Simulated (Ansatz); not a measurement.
## ZnO: Mg on a Zn site

All numbers are calculated (PBE, no spin polarisation, no spin-orbit coupling; Ansatz, PAW set soft_2, 420 eV, k-mesh 2×2×2 shifted by half a step), not measured.

The relaxed host crystal (Kohn–Sham gap 0.74 eV):

```
CELL_PARAMETERS angstrom
3.27939 0.00000 0.00000
-1.63969 2.84003 0.00000
0.00000 0.00000 5.29318
ATOMIC_POSITIONS crystal
Zn 0.66667 0.33333 0.50060
Zn 0.33333 0.66667 0.00060
O 0.66667 0.33333 0.87971
O 0.33333 0.66667 0.37971
```

Supercell of 36 atoms, rows of the matrix [[-1,-2,-1],[-1,1,-1],[2,1,-1]] times the cell vectors; Mg on a Zn site at (0.667, 0.333, 0.501) in fractions of the cell above. Atoms are relaxed at the host's cell.

Problem. How does the lattice relax around the defect, and where do the electrons go?

Solution. Distances from the Mg atom (Å), by shell of the perfect crystal:

| shell | perfect crystal | relaxed, charge 0 |
| --- | --- | --- |
| 4 O | 2.00 | 1.99 |
| 12 Zn | 3.27 (3.25 to 3.28) | 3.27 (3.25 to 3.28) |
| 1 O | 3.29 | 3.26 |

```tsv
charge	gap of the cell on the mesh (eV)	carriers
0	2.07	none in the bands
```

On this mesh the host's own supercell has a gap of 1.98 eV.

Formation energy of the neutral defect: -2.43 eV, taking atoms from and to the elements' standard states (no corrections for gases), so it belongs to those chemical potentials alone.

A negative value doesn't mean that the atoms enter by themselves: with the elements as reservoirs, compounds of them would form first.

Caveats: semilocal functionals make gaps too small, which shifts levels too; small supercell, so energies and levels can be off by tenths of an eV; the atoms kept the symmetry of the start, so a distorted state could lie lower.
